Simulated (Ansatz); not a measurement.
BAs in the zincblende structure, relaxed with r2SCAN, was run in the plane-wave code Ansatz under altered settings. All numbers are computed, without spin polarisation but where a row says otherwise.

```
B As
1.0
     0.00000    2.39187    2.39187
     2.39187    0.00000    2.39187
     2.39187    2.39187    0.00000
B As
1 1
Direct
  0.00000 0.00000 0.00000
  0.25000 0.25000 0.25000
```

The base run's other keys:
```yaml
kpoints:
  mp_grid: { grid: [4, 4, 4] }
hamiltonian:
  xc: hse06
scf:
  occupations: { method: fixed }
  n_extra_bands: 4
```

It takes 12 iterations with 531 plane waves at 420 eV and 8 k points, and leaves a mean stress of -0.45 GPa. The gap over this mesh is 2.109 eV. It ran on 4 threads of Arm Neoverse N1 (shared host).

Outcomes, with energy and stress as changes against the base:
```csv
setting,outcome,ΔF (meV/atom),Δ mean stress (GPa),gap on the mesh (eV),iterations,wall time
scf.exx.ecutfock_ratio: 2,converged,0.0,0.0,2.109,12,4.8 s
scf.exx.singularity: regularized,converged,-0.4,0.0,2.112,12,5 s
"PBE hybrid, exx coeff 0.75, omega 0.2078 1/Å",converged,–,-5.6,3.603,18,6 s
"PBE hybrid, exx coeff 0.75, omega 0.5 1/Å",converged,–,-2.6,2.228,17,6.1 s
basis.ecutwfc: 500,converged,-1.0,0.0,2.109,12,6.2 s
```
A dash marks a value that wasn't obtained or can't be compared. Stress is positive in compression. The base took 5 s.

- PBE hybrid, exx coeff 0.75, omega 0.2078 1/Å. That is 75 % exact exchange, screened with ω = 0.2078 1/Å, against HSE06's 25 % screened at 0.208 1/Å. The mean stress moves by -5.6 GPa and the gap on the mesh by +1.494 eV (to 3.603). Totals of different functionals aren't comparable.
- PBE hybrid, exx coeff 0.75, omega 0.5 1/Å. That is 75 % exact exchange, screened with ω = 0.5 1/Å, against HSE06's 25 % screened at 0.208 1/Å. The mean stress moves by -2.6 GPa and the gap on the mesh by +0.119 eV (to 2.228). Totals of different functionals aren't comparable.
- basis.ecutwfc: 500. 725 plane waves in place of 531. The free energy moves by -1.0 meV an atom, the mean stress by 0.0 GPa and the gap on the mesh by 0.000 eV (to 2.109). The base cutoff was converged to that degree.

Within 1 meV an atom, 0.1 GPa and 0.005 eV of the base stay: scf.exx.ecutfock_ratio: 2; scf.exx.singularity: regularized.

The runs are scalar-relativistic, without spin-orbit coupling.

The stress of a hybrid is loosely converged in these runs.

The meshes of the hybrids are coarse, so their gaps aren't converged to the digits shown.
